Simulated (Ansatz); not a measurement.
**SiNi3 (Pm-3m), work and stress of cleavage**

Theory: Ansatz, DFT PBE, scalar-relativistic, plane waves, PAW. The runs took a 420 eV cutoff, a Γ-centred 13×13×5 mesh and Gaussian smearing (0.15 eV). No spin polarisation. A magnetic state may lie lower. Energies are free energies at this smearing, counted from the undisturbed cell; pressure is positive in compression.

Zero of the scan (relaxed at this level; it needn't be the usual structure):

```
Si Ni
1.0
     0.00000   -3.50626    0.00000
     0.00000    0.00000   -3.50626
    10.51878    0.00000    0.00000
Si Ni
3 9
Direct
  0.00000 0.00000 0.24998
  0.00000 0.00000 0.58332
  0.00000 0.00000 0.91665
  0.50000 0.50000 0.91665
  0.50000 0.50000 0.24998
  0.50000 0.50000 0.58332
  0.00000 0.50000 0.08332
  0.00000 0.50000 0.41665
  0.00000 0.50000 0.74998
  0.50000 0.00000 0.08332
  0.50000 0.00000 0.41665
  0.50000 0.00000 0.74998
```

The cut lies on the cell's a–b face, a (1 0 0) plane (indices in the standard cell, whose axes needn't be the Cartesian ones shown) of area 12.29 Å², between layers 1.75 Å apart. Vector c is lengthened by d along the normal with the atoms' Cartesian places fixed: one unrelaxed cut a cell. The traction is positive where the two halves pull on each other.

```
d (Å) energy (J/m²) traction (GPa)
-0.30           0.89           -66.6
-0.15           0.20           -27.9
 0.00           0.00             0.0
 0.25           0.37            25.8
 0.50           1.14            34.1
 0.75           1.99            32.9
 1.00           2.76            27.8
 1.50           3.86            16.3
 2.00           4.45             8.1
 3.00           4.84             1.4
 4.50           4.91             0.1
 6.00           4.91             0.0
```

Question: What are the work of separation and the cleavage stress, and do they fit the universal binding curve?

Answer: The energy levels off near W ≈ 4.91 J/m² (the traction is down to 0.0 GPa), the energy of the two unrelaxed faces, 2.46 J/m² each on average. The largest sampled traction is 34.1 GPa at d = 0.50 Å, and a parabola through it and its two neighbours peaks at σ_max ≈ 34.7 GPa, d ≈ 0.59 Å. The curve E = W[1 − (1 + d/ℓ)exp(−d/ℓ)] peaks in traction at d = ℓ with σ_max = W/(eℓ); with 1 J/m² per Å = 10 GPa this W and σ_max give ℓ = 0.52 Å. A parabola through that curve at the same three d peaks at 0.56 Å, against 0.59 Å here, a fair fit. Real crystals break at far lower stress, because cracks concentrate it, and on the plane of lowest W, which needn't be this one.

The cut is rigid; relaxing the faces lowers these energies and usually the stresses.

In a metal these slopes depend on the k mesh and the smearing.

Cost: 12 runs of about 14 core-minutes in all, on Intel Xeon 6975P-C (Granite Rapids) (shared hosts).